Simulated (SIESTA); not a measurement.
SnTe:

```
CELL_PARAMETERS angstrom
0.00000 3.15085 3.15085
3.15085 0.00000 3.15085
3.15085 3.15085 0.00000
ATOMIC_POSITIONS crystal
Te 0.50000 0.50000 0.50000
Sn 0.00000 0.00000 0.00000
```

```yaml
Program: SIESTA 5.4.2
Task: single point
Functional: PBE
Potentials_or_basis: PseudoDojo 0.4 standard (PBE files)
Basis: DZP (energy shift 0.003 Ry; two zetas on semicore shells)
Grid_cutoff: 500 Ry
Energy_shift: 0.003 Ry
k_mesh: 7 × 7 × 7
Occupations: fermi-dirac, width 0.05 eV
Spin: no spin polarisation
```

On this cell: pressure 2.9 GPa; largest force zero by symmetry; band gap on the k mesh not listed.

The same run follows on a disturbed copy (atoms moved at random, drawn with an rms of 0.05 Å):

```
Te Sn
1.0
     0.00000    3.15085    3.15085
     3.15085    0.00000    3.15085
     3.15085    3.15085    0.00000
Te Sn
1 1
Direct
  0.51041 0.49414 0.50590
  0.00359 0.99017 0.99647
```

Question: What does the disturbed cell give?

Answer: The energy moves by +1.1 meV/atom; pressure 3.0 GPa; largest force 0.059 eV/Å; band gap on the k mesh 0.70 eV, direct.

Forces on the atoms (eV/Å):
```
Te  -0.033 -0.041 -0.027
Sn   0.033  0.040  0.028
```

Caveats: the basis of atomic orbitals isn't converged, which shifts pressures, moduli and gaps; spin-orbit coupling is left out, which moves the levels of the heavy elements (some runs); an odd mesh through Γ misses points on the zone boundary, where band edges often lie (some runs).
